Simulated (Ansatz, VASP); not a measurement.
# SiC in VASP and in Ansatz

INCAR

```
SYSTEM = SiC
ALGO     = Normal         ! electronic algorithm
EDIFF    = 1E-6           ! SCF threshold, eV
ENCUT    = 520            ! plane-wave cutoff, eV
GGA      = PE             ! functional
ISIF     = 2              ! what is computed and relaxed
ISMEAR   = -1             ! smearing method
LASPH    = .TRUE.         ! aspherical terms in the spheres
LCHARG   = .FALSE.        ! write CHGCAR
LREAL    = .FALSE.        ! projectors in reciprocal space
LWAVE    = .FALSE.        ! write WAVECAR
NBANDS   = 11             ! bands
NELM     = 60             ! most SCF steps
PREC     = Accurate       ! precision mode
SIGMA    = 0.05           ! smearing width, eV
```

KPOINTS

```
k-points
0
G
  15 15 15
  0 0 0
```

POSCAR

```
SiC
1.0
    0.0000000000      2.0328835572      2.0328835572
    2.0328835572      0.0000000000      2.0328835572
    2.0328835572      2.0328835572      0.0000000000
Si C
1 1
Direct
    0.0000000000      0.0000000000      0.0000000000
    0.2500000000      0.2500000000      0.2500000000
```

Input for Ansatz:

```yaml
crystal:
  lattice:
    - [0.0, 2.0328835572, 2.0328835572]
    - [2.0328835572, 0.0, 2.0328835572]
    - [2.0328835572, 2.0328835572, 0.0]
  atoms:
    - { symbol: Si, position: [0.0, 0.0, 0.0] }
    - { symbol: C, position: [0.25, 0.25, 0.25] }
kpoints:
  mp_grid: { grid: [15, 15, 15] }
  band_path:
    path:
      - [0.0, 0.0, 0.0]
      - [-0.5, -0.5, 0.0]
      - [-0.375, -0.375, 0.25]
      - [-0.375, 0.0, 0.375]
      - [0.0, 0.0, 0.0]
      - [0.0, 0.0, 0.5]
      - [-0.5, -0.25, 0.25]
      - [-0.5, -0.5, 0.0]
    npoints: 8
scf:
  occupations: { method: fermi_dirac, width: 0.05 }
hamiltonian:
  xc: pbe
  pseudopotentials: { kind: paw }
output:
  forces: true
  stress: true
  eigenvalues: true
  populations: true
  dos: { projected: true, de: 0.2, e_range: [-14, 8] }
```

Change from the starting cell: volume scaled by 0.8, PAW files.

Alike in both runs: task single point; functional PBE; k mesh 15 × 15 × 15; occupations fermi-dirac, width 0.05 eV; no spin polarisation.

```csv
,VASP,Ansatz
version,VASP 6.6.1,Ansatz 0.2.0
potentials or method,"VASP PAW PBE potentials, release 64 (Si, C)","PAW with Ansatz's default frozen-core files, scalar-relativistic"
plane-wave cutoff (eV),520,420
valence electrons in the cell,8,8
```

VASP gave:

| Property | Result |
| --- | --- |
| pressure (GPa) | 72.6 |

Q: Estimate Ansatz's values.

A: Pressure (GPa): 72.8.

With one functional, cell and mesh, what is left measures potentials, basis and numerics.

Caveats: the cell as given lies far from equilibrium; so large a pressure means that the cell lies far from this level's equilibrium, or that cutoff or potentials fall short (VASP); an odd mesh through Γ misses points on the zone boundary, where band edges often lie.
